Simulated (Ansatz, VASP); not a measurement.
**One calculation of P, two programs**

INCAR

```
ALGO = Normal
EDIFF = 1E-7
EDIFFG = -0.04
ENCUT = 600
GGA = PE
IBRION = 2
ISIF = 3
ISMEAR = 0
LASPH = T
LCHARG = F
LREAL = F
LWAVE = F
NELM = 100
NSW = 90
PREC = Accurate
SIGMA = 0.1
```

KPOINTS

```
k-points
0
Gamma
  6 6 6
```

The input POSCAR:

```
P
1.0
   -2.2997332800      2.2997332800      3.5585183900
    2.2997332800     -2.2997332800      3.5585183900
    2.2997332800      2.2997332800     -3.5585183900
P
4
Direct
    0.3750000000      0.6250000000      0.7500000000
    0.8750000000      0.6250000000      0.2500000000
    0.3750000000      0.1250000000      0.7500000000
    0.3750000000      0.6250000000      0.2500000000
```

Input for Ansatz:

```yaml
crystal:
  lattice:
    - [-2.29973328, 2.29973328, 3.55851839]
    - [2.29973328, -2.29973328, 3.55851839]
    - [2.29973328, 2.29973328, -3.55851839]
  atoms:
    - { symbol: P, position: [0.375, 0.625, 0.75] }
    - { symbol: P, position: [0.875, 0.625, 0.25] }
    - { symbol: P, position: [0.375, 0.125, 0.75] }
    - { symbol: P, position: [0.375, 0.625, 0.25] }
basis:
  ecutwfc: 420
kpoints:
  mp_grid: { grid: [6, 6, 6] }
hamiltonian:
  xc: pbe
scf:
  occupations: { method: gaussian, width: 0.1 }
  lower_state_search: "off"
output:
  forces: true
  stress: true
  eigenvalues: true
relax:
  adjacent_minimum: "off"
  f_tol: 0.04
  max_steps: 70
  cell: { stress_tol: 0.4 }
```

Alike in both runs: task relaxation of cell and atoms; functional PBE; k mesh 6 × 6 × 6; occupations gaussian, width 0.1 eV; no spin polarisation.

|  | VASP | Ansatz |
| --- | --- | --- |
| version | VASP 6.6.1 | Ansatz 0.2.0 |
| potentials or method | VASP PAW PBE potentials, release 64 (P) | scalar-relativistic, plane waves, PAW |
| plane-wave cutoff (eV) | 600 | 420 |
| valence electrons in the cell | 20 | 20 |

Ansatz gave:

| Quantity | Value |
| --- | --- |
| gap on the k mesh at the Fermi level, each at its own relaxed structure (eV) | none |
| relaxed volume (Å³/atom) | 20.63 |
| relaxed cell length with the largest relative difference (Å) | 5.048 |
| energy change over the relaxation (meV/atom) | -42 |

Question: Estimate VASP's values.

Answer: gap on the k mesh at the Fermi level, each at its own relaxed structure (eV): none; relaxed volume (Å³/atom): 20.53; relaxed cell length with the largest relative difference (Å): 5.039; energy change over the relaxation (meV/atom): -40.

A gap of «none» marks a metal or a gap that the smearing closes.
